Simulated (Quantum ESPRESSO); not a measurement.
## Pb: changing the dispersion correction

The cell as given:

```
Pb
1.0
     0.00000    2.47502    2.47502
     2.47502    0.00000    2.47502
     2.47502    2.47502    0.00000
Pb
1
Direct
  0.00000 0.00000 0.00000
```

Kept alike: task relaxation of cell and atoms; functional revPBE; k mesh 9 × 9 × 9; occupations fermi-dirac, width 0.05 eV; no spin polarisation. Program: Quantum ESPRESSO, PseudoDojo 0.4.1 SR PBE standard, cutoff 762 eV. The mesh is that of the run's cell of 1 atom. No spin-orbit coupling.

| dispersion correction | volume (Å³/atom) |
| --- | --- |
| D3(zero) | 30.980 |
| D3(BJ) | 30.069 |
| none | 32.725 |
| rVV10 | 31.063 |

The relaxations keep at least the cell's symmetry (Fm-3m). For a metal such a mesh leaves the last digits unconverged. Relaxations stop with a little pressure left, so the last digits of a volume or edge aren't settled. Runs of this series that gave no sound value for these columns are left out. All rows use potentials made for PBE.

Q: What does the dispersion correction change here?

A: The volume runs from 30.069 (D3(BJ)) to 32.725 Å³/atom (none). Against no correction: D3(zero) -5.3 %; D3(BJ) -8.1 %; rVV10 -5.1 %. Dispersion terms mostly attract and so lower the volume; the schemes' coefficients and damping set how far. Measured: 30.32 Å³/atom at 298.15 K (COD entry, doi:10.1063/1.1698520); nearest D3(BJ), 0.25 Å³/atom off. The runs are for a static lattice.
